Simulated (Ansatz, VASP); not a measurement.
## KF in VASP and in Ansatz

Contents of INCAR:

```
ALGO = Normal ; EDIFF = 1E-7
ENCUT = 520 ; ISIF = 2
ISMEAR = 0 ; LASPH = True
LCHARG = False ; LREAL = False
LWAVE = False ; NBANDS = 15
NELM = 80 ; PREC = Accurate
SIGMA = 0.05
```

File KPOINTS:

```
k-points
0
Gamma
  8 8 8
```

POSCAR

```
KF
1.0
    0.0000000000      2.5817196783      2.9689776300
    2.7172599614      0.0000000000      2.9689776300
    2.7172599614      2.5817196783      0.0000000000
K F
1 1
Direct
    0.0000000000      0.0000000000      0.0000000000
    0.5000000000      0.5000000000      0.5000000000
```

Input for Ansatz:

```yaml
crystal:
  lattice:
    - [0.0, 2.5817196783, 2.96897763]
    - [2.7172599614, 0.0, 2.96897763]
    - [2.7172599614, 2.5817196783, 0.0]
  atoms:
    - { symbol: K, position: [0.0, 0.0, 0.0] }
    - { symbol: F, position: [0.5, 0.5, 0.5] }
basis:
  ecutwfc: 520.0
kpoints:
  mp_grid: { grid: [8, 8, 8] }
hamiltonian:
  xc: lda
scf:
  occupations: { method: gaussian, width: 0.05 }
output:
  forces: true
  stress: true
  eigenvalues: true
```

Change from the starting cell: normal strain along x +0.0525, normal strain along z +0.1500.

Alike in both runs: task single point; functional LDA; k mesh 8 × 8 × 8; occupations gaussian, width 0.05 eV; no spin polarisation.

```csv
,VASP,Ansatz
version,VASP 6.6.1,Ansatz 0.2.0
potentials or method,"VASP PAW LDA potentials, release 64 (K_sv, F)","scalar-relativistic, plane waves, PAW"
plane-wave cutoff (eV),520,520
valence electrons in the cell,16,16
```

```csv
,VASP,Ansatz,Ansatz less VASP
gap on the k mesh at the Fermi level (eV),5.25,5.26,+0.016
least direct gap on the mesh (eV),5.25,5.26,+0.016
pressure (GPa),-4.2,-4.3,-0.05
largest component of the traceless stress (GPa),1.77,1.63,-0.134
```

A k mesh can miss the band edges.
